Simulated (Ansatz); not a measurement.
# CdS (Greenockite): gaps at several levels of theory, part 2 of 2

Aim: the band edges of CdS (Greenockite) at several levels of theory, all at one geometry, and what each level costs.

Ansatz 0.2.0; DFT PBEsol, scalar-relativistic, plane waves, PAW. Earlier steps stand in the parts before. Steps at another level of theory say so in their titles or inputs.

## Step 5: Levels with PBE0

input.yaml

```yaml
crystal:
  lattice:
    - [4.1238232233, 0.0, 0.0]
    - [-2.0619116116, 3.5713356721, 0.0]
    - [0.0, 0.0, 6.7095012947]
  atoms:
    - { symbol: Cd, position: [0.3333333333, 0.6666666667, -0.0007597467] }
    - { symbol: Cd, position: [0.6666666667, 0.3333333333, 0.4992402533] }
    - { symbol: S, position: [0.3333333333, 0.6666666667, 0.3757597467] }
    - { symbol: S, position: [0.6666666667, 0.3333333333, 0.8757597467] }
basis:
  ecutwfc: 420
kpoints:
  mp_grid: { grid: [6, 6, 4] }
  band_path:
    path:
      - [0.0, 0.0, 0.0]
      - [0.5, 0.0, 0.0]
      - [0.3333333333, 0.3333333333, 0.0]
      - [0.0, 0.0, 0.5]
      - [0.5, 0.0, 0.5]
      - [0.3333333333, 0.3333333333, 0.5]
    npoints: 1
hamiltonian:
  xc: pbe0
scf:
  occupations: { method: fixed }
  n_extra_bands: 5
output:
  eigenvalues: true
```

Run with:

```
ansatz run input.yaml --threads 4 --pin off --max-ram 10240MiB --backend cpu --events-out ev --progress --plain --runs-dir out
```

The log of the run:

```text
Warning: RAYON_NUM_THREADS=4 ignored (pool sized by the plan → 4); use --threads N
scf.n_extra_bands = 5 over 26 filled bands (N_el = 52.0): the run solves 31 bands
Engine: ansatz 0.2.0, x86_64-unknown-linux-gnu
Pseudopotentials: kind: paw
Pseudopotential: Cd, paw, valence charge 20, recommended cutoff 420 eV (normal), Cd.paw.azcp
Pseudopotential: S, paw, valence charge 6, recommended cutoff 420 eV (normal), S.paw.azcp
Functional definition: PBE0
  parameter a = 0.25
  parameter kappa = 0.804
  parameter beta = 0.06672455060314922
  exchange = (1 - a)*pbe_x(kappa = kappa, mu = beta*pi^2/3) + a*exact_x
  correlation = pbe_c(beta = beta)
davidson cushion auto → on  (no smearing: the cushion is to keep the highest requested band from converging to the state above it; pin scf.eigensolver.cushion to override)
Crystal: 4 atoms, lattice volume = 98.815 Å³
Basis set: ecut = 420 eV, 1943 PW (Γ)
Bands: 31, of which v1, the nominal top of the filled ones, is band 26 counted from 1 (25 counted from 0)
Symmetry: 12 space group operations
Space group: P63mc (ITA 186), of the structure as read, at distance tolerance 4.6e-5 Å
k-points: 21 of 144 (time reversal used)
Non-local potential: Cd, projectors of the file, l = 0: 3, l = 1: 2, l = 2: 2, l = 3: 1
Non-local potential: S, projectors of the file, l = 0: 2, l = 1: 2, l = 2: 2
PAW form: soft (Blöchl's): semilocal exchange-correlation on the pseudo side does not see the compensation charge
PAW frozen core: Cd, regenerated for the run's functional, and the local potential with it (the file was generated under x = pbe(κ = 0.804, μ = 0.2195149727645171), c = pbe(β = 0.06672455060314922))
PAW frozen core: S, regenerated for the run's functional, and the local potential with it (the file was generated under x = pbe(κ = 0.804, μ = 0.2195149727645171), c = pbe(β = 0.06672455060314922))
PAW one-centre angular grid: Cd, 590 points (default); XC on 64 Gauss nodes
PAW one-centre angular grid: S, 110 points (default); XC on 64 Gauss nodes
Initial density: superposition of atomic densities (neutral atoms: chi_scale 0, normalization atom), corrected by the library's trained network
Initial wavefunctions: pseudopotential atomic-orbital guess
Functional: x = pbe(κ = 0.804, μ = 0.2195149727645171), c = pbe(β = 0.06672455060314922), warm-up for x = 0.75 pbe(κ = 0.804, μ = 0.2195149727645171) + 0.25 exact, c = pbe(β = 0.06672455060314922)
SCF iter   1: F=—  HF=-18315.604884 eV  |F-HF|=—  |Δ(HF+E_count)|=         —  Δρ=9.62e-4  dr2=9.44e-4  ethr=1.77e-3  ⟨swp⟩=9.4  Hψ=3097  notcnv=0
preconditioner: auto → none  [insulator: Δε(μ)=1.223 eV  Ē_g=11.337 eV  n_scr=22 (ndim 8)  ℏωp=22.4 eV  f_vac=0.125]
iter 2 solved again at ethr=3.51e-8 eV; its pass at ethr=1.82e-6 eV (dr2=1.83e-5 eV) is discarded
SCF iter   2: F=-18315.605457 eV  HF=-18315.605363 eV  |F-HF|=9.42e-5  |Δ(HF+E_count)|=   4.79e-4  Δρ=2.00e-4  dr2=1.82e-5  ethr=3.51e-8  ⟨swp⟩=3.0  Hψ=3844  notcnv=0
SCF 1 stopped early in 2 iterations: F = -18315.605457 eV  dr2 = 1.82e-5
Initial density: handed on by an earlier stage of this run
Initial wavefunctions: those handed on with the density
Functional: x = 0.75 pbe(κ = 0.804, μ = 0.2195149727645171) + 0.25 exact, c = pbe(β = 0.06672455060314922)
Frozen-core exchange: fock
SCF iter   1: F=—  HF=-18323.449576 eV  |F-HF|=—  |Δ(HF+E_count)|=         —  Δρ=6.11e-3  dr2=2.76e-2  ethr=3.50e-7  ⟨swp⟩=7.4  Hψ=3623  notcnv=0
preconditioner: auto → none  [insulator: Δε(μ)=2.821 eV  Ē_g=14.091 eV  n_scr=22 (ndim 8)  ℏωp=22.4 eV  f_vac=0.124]
SCF iter   2: F=—  HF=-18323.442474 eV  |F-HF|=—  |Δ(HF+E_count)|=   7.10e-3  Δρ=2.36e-3  dr2=5.03e-3  ethr=3.50e-7  ⟨swp⟩=4.2  Hψ=2580  notcnv=0
SCF iter   3: F=—  HF=-18323.461915 eV  |F-HF|=—  |Δ(HF+E_count)|=   1.94e-2  Δρ=1.69e-3  dr2=2.08e-3  ethr=3.50e-7  ⟨swp⟩=4.7  Hψ=2525  notcnv=0
SCF iter   4: F=—  HF=-18323.461438 eV  |F-HF|=—  |Δ(HF+E_count)|=   4.77e-4  Δρ=3.78e-4  dr2=1.66e-4  ethr=3.50e-7  ⟨swp⟩=4.0  Hψ=2199  notcnv=0
SCF iter   5: F=—  HF=-18323.461949 eV  |F-HF|=—  |Δ(HF+E_count)|=   5.11e-4  Δρ=2.52e-4  dr2=5.41e-5  ethr=1.70e-7  ⟨swp⟩=3.9  Hψ=1969  notcnv=0
SCF iter   6: F=-18323.461936 eV  HF=-18323.461936 eV  |F-HF|=1.42e-7  |Δ(HF+E_count)|=   1.32e-5  Δρ=3.38e-5  dr2=5.59e-6  ethr=9.42e-8  ⟨swp⟩=3.0  Hψ=1725  notcnv=0
SCF 2 stopped early in 6 iterations: F = -18323.461936 eV  dr2 = 5.59e-6
hybrid outer 1: dexx = +2.371e-2 eV, tail = 6.14e-5 eV
Frozen-core exchange: fock
SCF iter   1: F=—  HF=-18323.462110 eV  |F-HF|=—  |Δ(HF+E_count)|=         —  Δρ=6.05e-5  dr2=1.71e-6  ethr=5.91e-7  ⟨swp⟩=3.0  Hψ=1583  notcnv=0
preconditioner: auto → none  [insulator: Δε(μ)=2.906 eV  Ē_g=14.044 eV  n_scr=22 (ndim 8)  ℏωp=22.4 eV  f_vac=0.128]
iter 2 solved again at ethr=2.73e-10 eV; its pass at ethr=3.02e-9 eV (dr2=1.42e-7 eV) is discarded
SCF iter   2: F=—  HF=-18323.462110 eV  |F-HF|=—  |Δ(HF+E_count)|=   2.69e-7  Δρ=1.65e-5  dr2=2.44e-7  ethr=2.73e-10  ⟨swp⟩=2.0  Hψ=3490  notcnv=0
SCF iter   3: F=-18323.462110 eV  HF=-18323.462110 eV  |F-HF|=2.97e-8  |Δ(HF+E_count)|=   4.63e-7  Δρ=5.89e-6  dr2=3.84e-8  ethr=2.73e-10  ⟨swp⟩=4.0  Hψ=2102  notcnv=0
SCF 3 converged in 3 iterations: F = -18323.462110 eV  dr2 = 3.84e-8
hybrid outer 2: dexx = +9.988e-7 eV, tail = 1.44e-7 eV, Δε = 3.00e-3 eV (about 1.71e-4 eV left of the loop's levels)
NSCF: frozen V_eff on 6 k-points
hybrid SCF converged: 2 outer / 9 inner (+2 warm-up), last move |dexx| = 9.99e-7 eV, tail = 1.44e-7 eV
Stability not checked: this state was not tested for a lower state beside it, because the functional holds exact exchange (a hybrid, or Hartree-Fock), whose exchange loop this test does not read (fock_operator; see scf.lower_state_search)
Free energy (F): -18323.462111 eV
Frozen-core exchange: fock
Harris-Foulkes:  -18323.462111 eV  (|F-HF|=2.97e-8)
Internal energy: -18323.462111 eV  (E = F + TS)
E sigma→0 (E₀):  -18323.462111 eV
Fermi energy:    5.957418 eV
--- Per-component energies (eV) ---
  E_band       = -1159.727721
  E_kinetic    = 1226.123439
  E_local      = -8029.291947  (includes V_loc(G=0)·N_el)
  E_nonlocal   = 125.540704
  E_hartree    = 3693.520303
  E_xc         = -421.907207
  E_vxc        = -476.739597  (∫ρ·V_xc dr)
  E_exx        = -221.009711  (= α·E_x^exact, valence–valence)
  E_paw        = -9282.474541  (= ΣΔE_a)
  E_vpaw       = -950.390541  (= ΣTr[D̂ρ^β])
  E_aug_tail   = 0.000032  (compensation charges beyond the density's cutoff)
  E_ewald      = -5412.566955
  E_core_change = -1.396227  (= ΣΔE_core)
  E_smearing   = -0.000000  (= −TS)
  E_closure    = -0.000000  (closes the sum)
  Σ components = -18323.462111   (vs F -18323.462111, Δ=3.64e-12)
--- Band table (eV; the first three rows and the last of 21) ---
  k-point 0: bands = ["-100.4407", "-100.4407", "-60.1684", "-60.1684", "-60.1683", "-60.1683", "-60.1682", "-60.1679", "-7.6990", "-7.2348", "-2.9774", "-2.9694", "-2.9694", "-2.8817", "-2.8817", "-2.5368", "-2.5368", "-2.4480", "-2.4480", "-2.0558", "1.1857", "5.1192", "5.1192", "5.9147", "5.9574", "5.9574", "8.8640", "10.5495", "14.3135", "14.3135", "14.6251"]
  k-point 1: bands = ["-100.4406", "-100.4406", "-60.1683", "-60.1683", "-60.1683", "-60.1683", "-60.1681", "-60.1679", "-7.6283", "-7.2988", "-2.9598", "-2.9598", "-2.9229", "-2.8979", "-2.8979", "-2.5210", "-2.5210", "-2.4580", "-2.4580", "-2.3292", "1.8493", "4.9214", "5.2345", "5.2345", "5.8258", "5.8258", "9.7336", "10.6303", "14.1153", "14.3778", "14.3778"]
  k-point 2: bands = ["-100.4407", "-100.4407", "-60.1683", "-60.1683", "-60.1683", "-60.1683", "-60.1680", "-60.1680", "-7.4603", "-7.4603", "-2.9322", "-2.9322", "-2.9322", "-2.9322", "-2.7170", "-2.7170", "-2.4868", "-2.4868", "-2.4868", "-2.4868", "3.2981", "3.2981", "5.5222", "5.5222", "5.5222", "5.5222", "10.6034", "10.6034", "13.9949", "13.9949", "14.6666"]
  k-point 20: bands = ["-100.4407", "-100.4407", "-60.1686", "-60.1686", "-60.1682", "-60.1682", "-60.1679", "-60.1679", "-7.1272", "-7.1272", "-2.7804", "-2.7804", "-2.7634", "-2.7634", "-2.5303", "-2.5303", "-2.5231", "-2.5231", "-1.8833", "-1.8833", "1.5948", "1.5948", "3.2687", "3.2687", "4.7226", "4.7226", "12.2328", "12.2328", "13.7896", "13.7896", "14.4566"]
```

Run time: 2.5 min. Hardware: 4 threads of Intel Xeon at 2.50GHz (Skylake/Cascade Lake), shared host; peak memory 2.8 GiB.

Levels at named points, in eV from the top of the last band filled by count:

```csv
point,band 24,band 25,band 26,band 27,band 28,band 29
Γ,-0.04,0.00,0.00,2.91,4.59,8.36
M,-2.07,-1.43,-0.84,5.58,5.63,6.79
K,-2.04,-2.04,-1.83,6.25,7.18,7.18
A,-0.44,-0.44,-0.44,4.65,4.65,8.04
L,-1.49,-1.46,-1.46,5.22,5.22,7.21
H,-2.69,-1.23,-1.23,6.28,6.28,7.83
```

## Step 6: Levels with Hartree-Fock

input.yaml, as its differences from that of step 5:

```diff
@@ -24,3 +24,3 @@
 hamiltonian:
-  xc: pbe0
+  xc: hf
 scf:
```

Run with:

```
ansatz run input.yaml --threads 4 --pin off --max-ram 10240MiB --backend cpu --events-out ev --progress --plain --runs-dir out
```

The log of the run:

```text
Warning: RAYON_NUM_THREADS=4 ignored (pool sized by the plan → 4); use --threads N
scf.n_extra_bands = 5 over 26 filled bands (N_el = 52.0): the run solves 31 bands
[... 4 set-up lines as earlier in the session ...]
Functional definition: HF
  exchange = exact_x
  correlation = 0
davidson cushion auto → on  (no smearing: the cushion is to keep the highest requested band from converging to the state above it; pin scf.eigensolver.cushion to override)
Crystal: 4 atoms, lattice volume = 98.815 Å³
Basis set: ecut = 420 eV, 1943 PW (Γ)
Bands: 31, of which v1, the nominal top of the filled ones, is band 26 counted from 1 (25 counted from 0)
[... 2 set-up lines as earlier in the session ...]
k-points: 21 of 144 (time reversal used)
[... 9 set-up lines as earlier in the session ...]
Functional: x = pbe(κ = 0.804, μ = 0.2195149727645171), c = none, warm-up for x = 0 pbe(κ = 0.804, μ = 0.2195149727645171) + 1 exact, c = none
SCF iter   1: F=—  HF=-18141.359430 eV  |F-HF|=—  |Δ(HF+E_count)|=         —  Δρ=1.15e-2  dr2=9.25e-2  ethr=1.77e-3  ⟨swp⟩=9.3  Hψ=3075  notcnv=0
preconditioner: auto → none  [insulator: Δε(μ)=1.215 eV  Ē_g=11.179 eV  n_scr=22 (ndim 8)  ℏωp=22.4 eV  f_vac=0.125]
SCF iter   2: F=—  HF=-18141.330816 eV  |F-HF|=—  |Δ(HF+E_count)|=   2.86e-2  Δρ=3.34e-3  dr2=1.22e-2  ethr=1.78e-4  ⟨swp⟩=3.8  Hψ=2038  notcnv=0
iter 3 solved again at ethr=3.34e-7 eV; its pass at ethr=2.35e-5 eV (dr2=1.73e-4 eV) is discarded
SCF iter   3: F=—  HF=-18141.326712 eV  |F-HF|=—  |Δ(HF+E_count)|=   4.10e-3  Δρ=6.19e-4  dr2=1.76e-4  ethr=3.34e-7  ⟨swp⟩=3.0  Hψ=3357  notcnv=0  defer=1
SCF iter   4: F=-18141.326849 eV  HF=-18141.326821 eV  |F-HF|=2.89e-5  |Δ(HF+E_count)|=   1.08e-4  Δρ=2.38e-4  dr2=2.46e-5  ethr=3.34e-7  ⟨swp⟩=3.0  Hψ=1672  notcnv=0  defer=1
SCF 1 stopped early in 4 iterations: F = -18141.326849 eV  dr2 = 2.46e-5
[... 2 set-up lines as earlier in the session ...]
Functional: x = 0 pbe(κ = 0.804, μ = 0.2195149727645171) + 1 exact, c = none
Frozen-core exchange: fock
SCF iter   1: F=—  HF=-18173.503759 eV  |F-HF|=—  |Δ(HF+E_count)|=         —  Δρ=1.62e-2  dr2=1.73e-1  ethr=4.73e-7  ⟨swp⟩=7.0  Hψ=3881  notcnv=0
preconditioner: auto → none  [insulator: Δε(μ)=7.474 eV  Ē_g=22.279 eV  n_scr=22 (ndim 8)  ℏωp=22.4 eV  f_vac=0.127]
SCF iter   2: F=—  HF=-18173.411205 eV  |F-HF|=—  |Δ(HF+E_count)|=   9.26e-2  Δρ=6.41e-3  dr2=2.14e-1  ethr=4.73e-7  ⟨swp⟩=4.5  Hψ=2719  notcnv=0
SCF iter   3: F=—  HF=-18174.025649 eV  |F-HF|=—  |Δ(HF+E_count)|=   6.14e-1  Δρ=7.20e-3  dr2=7.94e-2  ethr=4.73e-7  ⟨swp⟩=5.4  Hψ=3189  notcnv=0
SCF iter   4: F=—  HF=-18174.102425 eV  |F-HF|=—  |Δ(HF+E_count)|=   7.68e-2  Δρ=4.07e-3  dr2=2.01e-2  ethr=4.73e-7  ⟨swp⟩=5.0  Hψ=2865  notcnv=0
SCF iter   5: F=—  HF=-18174.108244 eV  |F-HF|=—  |Δ(HF+E_count)|=   5.82e-3  Δρ=1.30e-3  dr2=2.36e-3  ethr=4.73e-7  ⟨swp⟩=4.5  Hψ=2637  notcnv=0
SCF iter   6: F=-18174.107679 eV  HF=-18174.108195 eV  |F-HF|=5.17e-4  |Δ(HF+E_count)|=   4.81e-5  Δρ=7.67e-4  dr2=5.95e-4  ethr=4.73e-7  ⟨swp⟩=4.1  Hψ=2038  notcnv=0
SCF 2 stopped early in 6 iterations: F = -18174.107679 eV  dr2 = 5.95e-4
hybrid outer 1: dexx = +1.178e0 eV, tail = 1.19e-2 eV
Frozen-core exchange: fock
SCF iter   1: F=—  HF=-18174.115775 eV  |F-HF|=—  |Δ(HF+E_count)|=         —  Δρ=6.59e-4  dr2=1.31e-4  ethr=1.14e-4  ⟨swp⟩=3.0  Hψ=1601  notcnv=0
preconditioner: auto → none  [insulator: Δε(μ)=8.614 eV  Ē_g=22.315 eV  n_scr=22 (ndim 8)  ℏωp=22.4 eV  f_vac=0.143]
SCF iter   2: F=—  HF=-18174.115925 eV  |F-HF|=—  |Δ(HF+E_count)|=   1.50e-4  Δρ=2.99e-4  dr2=4.33e-5  ethr=1.79e-7  ⟨swp⟩=4.1  Hψ=2259  notcnv=0
iter 3 solved again at ethr=1.07e-9 eV; its pass at ethr=7.22e-8 eV (dr2=5.56e-7 eV) is discarded
SCF iter   3: F=—  HF=-18174.115917 eV  |F-HF|=—  |Δ(HF+E_count)|=   7.78e-6  Δρ=3.84e-5  dr2=1.26e-6  ethr=1.07e-9  ⟨swp⟩=2.2  Hψ=3552  notcnv=0
SCF iter   4: F=—  HF=-18174.115919 eV  |F-HF|=—  |Δ(HF+E_count)|=   1.25e-6  Δρ=3.09e-5  dr2=9.01e-7  ethr=1.07e-9  ⟨swp⟩=4.9  Hψ=2330  notcnv=0
SCF iter   5: F=-18174.115918 eV  HF=-18174.115918 eV  |F-HF|=1.22e-7  |Δ(HF+E_count)|=   4.28e-7  Δρ=1.41e-5  dr2=1.22e-7  ethr=1.07e-9  ⟨swp⟩=4.6  Hψ=2128  notcnv=0  defer=1
SCF 3 stopped early in 5 iterations: F = -18174.115918 eV  dr2 = 1.22e-7
hybrid outer 2: dexx = +4.718e-4 eV, tail = 1.60e-4 eV, Δε = 6.15e-2 eV (about 9.52e-3 eV left of the loop's levels)
Frozen-core exchange: fock
SCF iter   1: F=—  HF=-18174.116136 eV  |F-HF|=—  |Δ(HF+E_count)|=         —  Δρ=8.05e-5  dr2=3.69e-6  ethr=1.53e-6  ⟨swp⟩=2.9  Hψ=1472  notcnv=0
preconditioner: auto → none  [insulator: Δε(μ)=8.608 eV  Ē_g=22.310 eV  n_scr=22 (ndim 8)  ℏωp=22.4 eV  f_vac=0.143]
SCF iter   2: F=—  HF=-18174.116141 eV  |F-HF|=—  |Δ(HF+E_count)|=   5.53e-6  Δρ=5.67e-5  dr2=1.36e-6  ethr=5.12e-9  ⟨swp⟩=4.3  Hψ=2378  notcnv=0
iter 3 solved again at ethr=2.09e-10 eV; its pass at ethr=2.22e-9 eV (dr2=1.08e-7 eV) is discarded
SCF iter   3: F=-18174.116141 eV  HF=-18174.116141 eV  |F-HF|=1.07e-7  |Δ(HF+E_count)|=   2.88e-7  Δρ=1.03e-5  dr2=1.69e-7  ethr=2.09e-10  ⟨swp⟩=2.0  Hψ=3579  notcnv=0
SCF 4 stopped early in 3 iterations: F = -18174.116141 eV  dr2 = 1.69e-7
hybrid outer 3: dexx = +1.084e-5 eV, tail = 1.32e-6 eV, Δε = 1.06e-2 eV (about 1.80e-3 eV left of the loop's levels)
Frozen-core exchange: fock
SCF iter   1: F=—  HF=-18174.116144 eV  |F-HF|=—  |Δ(HF+E_count)|=         —  Δρ=8.65e-6  dr2=2.33e-8  ethr=1.27e-8  ⟨swp⟩=4.0  Hψ=1538  notcnv=0
preconditioner: auto → none  [insulator: Δε(μ)=8.608 eV  Ē_g=22.309 eV  n_scr=22 (ndim 8)  ℏωp=22.4 eV  f_vac=0.143]
SCF iter   2: F=-18174.116144 eV  HF=-18174.116144 eV  |F-HF|=8.36e-9  |Δ(HF+E_count)|=   1.97e-8  Δρ=4.22e-6  dr2=9.72e-9  ethr=3.21e-11  ⟨swp⟩=4.7  Hψ=2356  notcnv=0
SCF 5 converged in 2 iterations: F = -18174.116144 eV  dr2 = 9.72e-9
hybrid outer 4: dexx = +5.716e-8 eV, tail = 3.59e-8 eV, Δε = 1.06e-3 eV (about 3.10e-4 eV left of the loop's levels)
the search or the solves at the SCF's close seem to have found levels that the self-consistency loop had missed (the run counts 3). By its estimate they hold under 1e-12 electrons; where the run keeps them, the occupations were computed again with them
NSCF: frozen V_eff on 6 k-points
hybrid SCF converged: 4 outer / 16 inner (+4 warm-up), last move |dexx| = 5.72e-8 eV, tail = 3.59e-8 eV
Stability not checked: this state was not tested for a lower state beside it, because the functional holds exact exchange (a hybrid, or Hartree-Fock), whose exchange loop this test does not read (fock_operator; see scf.lower_state_search)
Free energy (F): -18174.116144 eV
Frozen-core exchange: fock
Harris-Foulkes:  -18174.116144 eV  (|F-HF|=8.36e-9)
Internal energy: -18174.116144 eV  (E = F + TS)
E sigma→0 (E₀):  -18174.116144 eV
Fermi energy:    4.019072 eV
--- Per-component energies (eV) ---
  E_band       = -1536.379792
  E_kinetic    = 1233.632478
  E_local      = -8029.333534  (includes V_loc(G=0)·N_el)
  E_nonlocal   = 115.017289
  E_hartree    = 3705.318706
  E_xc         = 0.000000
  E_vxc        = 0.000000  (∫ρ·V_xc dr)
  E_exx        = -888.715280  (= α·E_x^exact, valence–valence)
  E_paw        = -8892.547143  (= ΣΔE_a)
  E_vpaw       = -488.900509  (= ΣTr[D̂ρ^β])
  E_aug_tail   = 0.000033  (compensation charges beyond the density's cutoff)
  E_ewald      = -5412.566955
  E_core_change = -4.921739  (= ΣΔE_core)
  E_smearing   = -0.000000  (= −TS)
  E_closure    = -0.000000  (closes the sum)
  Σ components = -18174.116144   (vs F -18174.116144, Δ=-3.64e-12)
--- Band table (eV; the first three rows and the last of 21) ---
  k-point 0: bands = ["-117.2206", "-117.2197", "-73.0072", "-73.0072", "-73.0071", "-73.0071", "-73.0062", "-73.0061", "-13.1079", "-12.6128", "-8.3627", "-8.3515", "-8.3515", "-8.2572", "-8.2572", "-7.8858", "-7.8858", "-7.8115", "-7.8115", "-7.2839", "-1.5016", "3.0386", "3.0386", "3.9735", "4.0191", "4.0191", "12.6272", "14.5022", "18.4023", "18.4023", "18.7667"]
  k-point 1: bands = ["-117.2196", "-117.2195", "-73.0071", "-73.0071", "-73.0070", "-73.0070", "-73.0061", "-73.0059", "-13.0282", "-12.6763", "-8.3403", "-8.3403", "-8.2839", "-8.2737", "-8.2737", "-7.8724", "-7.8724", "-7.8193", "-7.8193", "-7.5611", "-0.7393", "2.9815", "3.1749", "3.1749", "3.8671", "3.8671", "13.4452", "14.5844", "18.2089", "18.4442", "18.4442"]
  k-point 2: bands = ["-117.2199", "-117.2199", "-73.0071", "-73.0071", "-73.0071", "-73.0071", "-73.0061", "-73.0061", "-12.8442", "-12.8442", "-8.3100", "-8.3100", "-8.3100", "-8.3100", "-8.0127", "-8.0127", "-7.8439", "-7.8439", "-7.8439", "-7.8439", "1.0307", "1.0307", "3.5131", "3.5131", "3.5131", "3.5131", "14.4934", "14.4934", "18.0180", "18.0180", "18.7496"]
  k-point 20: bands = ["-117.2199", "-117.2199", "-73.0074", "-73.0074", "-73.0065", "-73.0065", "-73.0061", "-73.0061", "-12.4983", "-12.4983", "-8.1571", "-8.1571", "-8.1387", "-8.1387", "-7.8826", "-7.8826", "-7.8782", "-7.8782", "-7.0746", "-7.0746", "-0.9388", "-0.9388", "0.8562", "0.8562", "2.5879", "2.5879", "16.2460", "16.2460", "17.3069", "17.3069", "18.9604"]
```

Run time: 2.9 min. Hardware: 4 threads of Intel Xeon at 2.50GHz (Skylake/Cascade Lake), shared host; peak memory 2.9 GiB.

Levels at named points, in eV from the top of the last band filled by count:

```csv
point,band 24,band 25,band 26,band 27,band 28,band 29
Γ,-0.05,0.00,0.00,8.61,10.48,14.38
M,-2.42,-1.64,-0.98,11.22,11.56,12.15
K,-2.39,-2.39,-2.17,11.46,13.66,13.66
A,-0.51,-0.51,-0.51,10.47,10.47,14.00
L,-1.74,-1.69,-1.69,10.79,10.79,13.12
H,-3.16,-1.43,-1.43,12.23,12.23,13.29
```

## Step 7: The ladder

```csv
level,k mesh,gap (eV),least direct gap (eV),top at,bottom at,CPU time (s)
"PBEsol, 250 eV and coarse mesh",3×3×2,1.10,1.10,Γ,Γ,3.8
LDA,9×9×4,0.95,0.95,Γ,Γ,19
PBE0,6×6×4,2.91,2.91,Γ,Γ,510
Hartree-Fock,6×6×4,8.61,8.61,Γ,Γ,600
```

Gaps are by band count over the mesh and the named points; a gap of 0 means that the bands overlap or touch.

## Step 8: Results

This closing draws on all 2 parts.

| quantity | value |
| --- | --- |
| gap, LDA | 0.95 eV, direct |
| gap, PBE0 | 2.91 eV, direct |
| gap, Hartree-Fock | 8.61 eV, direct |

In words: The gap runs from 0.95 eV (LDA) to 8.61 eV (Hartree-Fock). Hartree-Fock took about 32 times the CPU time of LDA, on unlike meshes where the table says so. Hartree-Fock has no screening, so it overshoots gaps by far. The cheap run is there to show what low settings cost; its numbers aren't properties. Measured gap of CdS: 2.5809 eV (quoted in “Isotope dependence of band-gap energy”, 2008, arxiv:0807.2152). This calculation gives 2.91 eV (+0.33 eV). 2 values of this kind are on record in papers (2.44 to 2.5809 eV); this one was drawn at random among those near their median, those with a stated uncertainty first. That is PBE0, the nearest rung, at the geometry relaxed with PBEsol, without temperature or excitons. In some runs cutoff or mesh lie under the advised values, so their numbers carry a basis error.
